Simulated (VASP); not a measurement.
Computed with PBEsol GGA, VASP's PBE PAW potentials (set 64) (plane waves; VASP).

VASP input:

**POSCAR**
```
CsCl
1
    4.0742175020     0.0000000000     0.0000000000
    0.0000000000     4.0742175020     0.0000000000
    0.0000000000     0.0000000000     4.0742175020
Cs Cl
1 1
Direct
  0.0000000000   0.0000000000   0.0000000000
  0.5000000000   0.5000000000   0.5000000000
```

INCAR:
```
! general
SYSTEM =CsCl
PREC   =Accurate
ENCUT  =400
LREAL  =.False.   ! projection in real space or not
LASPH  =.True.
ICHARG =11   ! fixed density

! electronic loop
EDIFF  =1E-7   ! SCF stop (eV)
NELM   =100
ALGO   =Normal   ! blocked Davidson
LMAXMIX=4

! smearing
ISMEAR =0   ! Gaussian
SIGMA  =0.05   ! width (eV)

! functional
GGA    =PS   ! PBEsol

! output
LWAVE  =.False.
LCHARG =.False.
LORBIT =11
```

KPOINTS:
```
k-points along high-symmetry lines
15
Line-mode
Reciprocal
  0.000000   0.000000   0.000000 ! GAMMA
  0.000000   0.500000   0.000000 ! X

  0.000000   0.500000   0.000000 ! X
  0.500000   0.500000   0.000000 ! M

  0.500000   0.500000   0.000000 ! M
  0.000000   0.000000   0.000000 ! GAMMA

  0.000000   0.000000   0.000000 ! GAMMA
  0.500000   0.500000   0.500000 ! R

  0.500000   0.500000   0.500000 ! R
  0.000000   0.500000   0.000000 ! X

  0.500000   0.500000   0.500000 ! R
  0.500000   0.500000   0.000000 ! M
```

POTCAR, in this order: Cs_sv Cl (PBE.64 set). Program: vasp_std. Read from the step before: CHGCAR.

The resulting files:

### OSZICAR
```
       N       E                     dE             d eps       ncg     rms          rms(c)
DAV:   1     0.829574074671E+02    0.82957E+02   -0.60571E+03  2160   0.942E+02
DAV:   2    -0.984493789549E+00   -0.83942E+02   -0.78090E+02  3296   0.173E+02
DAV:   3    -0.684695790483E+01   -0.58625E+01   -0.58339E+01  2680   0.519E+01
DAV:   4    -0.690967948351E+01   -0.62722E-01   -0.62689E-01  2484   0.652E+00
DAV:   5    -0.691056939530E+01   -0.88991E-03   -0.88978E-03  2724   0.742E-01
DAV:   6    -0.691059085795E+01   -0.21463E-04   -0.21462E-04  2576   0.113E-01
DAV:   7    -0.691059151387E+01   -0.65592E-06   -0.65578E-06  2712   0.178E-02
DAV:   8    -0.691059153631E+01   -0.22436E-07   -0.22453E-07  2364   0.308E-03
   1 F= -.69105915E+01 E0= -.69105915E+01  d E =-.333812E-12
```

OUTCAR:
```
 val. band max:       -0.2180944896   @ k =   0.0000   0.0000   0.0000

 cond. band min:       4.9891142866   @ k =   0.0000   0.0000   0.0000



 k-point     1 :       0.0000    0.0000    0.0000
  band No.  band energies     occupation
      1     -19.5474      2.00000
      2     -12.4261      2.00000
      3      -5.9922      2.00000
      4      -5.9922      2.00000
      5      -5.9922      2.00000
      6      -0.2181      2.00000
      7      -0.2181      2.00000
      8      -0.2181      2.00000
      9       4.9891      0.00000
     10       5.0015      0.00000
     11       5.0015      0.00000
     12       9.9050      0.00000

 k-point     2 :       0.0000    0.0357    0.0000
  band No.  band energies     occupation
      1     -19.5462      2.00000
      2     -12.4267      2.00000
      3      -6.0007      2.00000
      4      -5.9902      2.00000
      5      -5.9902      2.00000
      6      -0.2393      2.00000
      7      -0.2214      2.00000
      8      -0.2214      2.00000
      9       5.0107      0.00000
     10       5.0229      0.00000
     11       5.0357      0.00000
     12       9.8976      0.00000

 k-point     3 :       0.0000    0.0714    0.0000
  band No.  band energies     occupation
      1     -19.5427      2.00000
      2     -12.4287      2.00000
      3      -6.0256      2.00000
      4      -5.9842      2.00000
      5      -5.9842      2.00000
      6      -0.3005      2.00000
      7      -0.2313      2.00000
      8      -0.2313      2.00000
      9       5.0380      0.00000
     10       5.1157      0.00000
     11       5.1433      0.00000
     12       9.8600      0.00000

 k-point     4 :       0.0000    0.1071    0.0000
  band No.  band energies     occupation
      1     -19.5370      2.00000
      2     -12.4319      2.00000
      3      -6.0650      2.00000
      4      -5.9746      2.00000
      5      -5.9746      2.00000
      6      -0.3957      2.00000
      7      -0.2472      2.00000
...
```

The density is held fixed in this step, so its total energy and stress have no physical meaning. Unless said otherwise, spin-orbit coupling is left out, though it shifts the bands of the heavy elements here.

The structure was generated: CsCl was put into the CsCl type type (Pm-3m), which need not be its known phase. It was relaxed first, which changed the volume by -26 %.
